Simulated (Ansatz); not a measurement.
## Effect of isotropic strain +4.02 % on LaAlO3

Consider LaAlO₃ (space group R-3c, No. 167; a = 5.367 Å, c = 13.108 Å (hexagonal axes)).

Perturbation: every lattice vector is stretched by 4.02 %; the atoms relax in the strained cell.

All numbers come from Ansatz (a first-principles code), r2SCAN, PAW, cutoff 500 eV, without spin-orbit coupling, earlier PAW set. Settings: 8×8×8 k-points, 0.05 eV Fermi–Dirac smearing.

```csv
quantity,base,changed,shift
shortest interatomic distance,1.902 Å,1.989 Å,+0.087 Å
energy relative to the base (free energy F),0 meV/atom,+87 meV/atom,+87 meV/atom
"pressure (mean of the normal stresses, compression positive)",0.00 GPa,-18.40 GPa,-18.40 GPa
band gap,4.38 eV,4.49 eV,+0.11 eV
gap character,"indirect, F → Γ","indirect, F → Γ",–
smallest direct gap,4.44 eV,4.59 eV,+0.15 eV
"valley order (the lowest conduction-band minima on the path, energy above the VBM, named in the base's zone)",Γ 4.38 eV,"Γ 4.49 eV; F (1/2, 0, 1/2) 4.80 eV",–
```

Final structure:

```xyz
10
Lattice="2.7914 1.6116 4.5450 -2.7914 1.6116 4.5450 0.0000 -3.2232 4.5450" Properties=species:S:1:pos:R:3 pbc="T T T"
La     0.0000     0.0000     3.4087
La     0.0000     0.0000    10.2262
Al     0.0000     0.0000     0.0000
Al     0.0000     0.0000     6.8175
O      0.2632     1.6116     7.9537
O     -1.5273    -0.5779     7.9537
O      1.2641    -1.0338     7.9537
O     -0.2632    -1.6116     5.6812
O      1.5273     0.5779     5.6812
O     -1.2641     1.0338     5.6812
```

Cost of the whole job for the changed cell (relaxation, final SCF and bands): around 4 core-minutes (rough).

Whether these cells are dynamically stable was not tested.
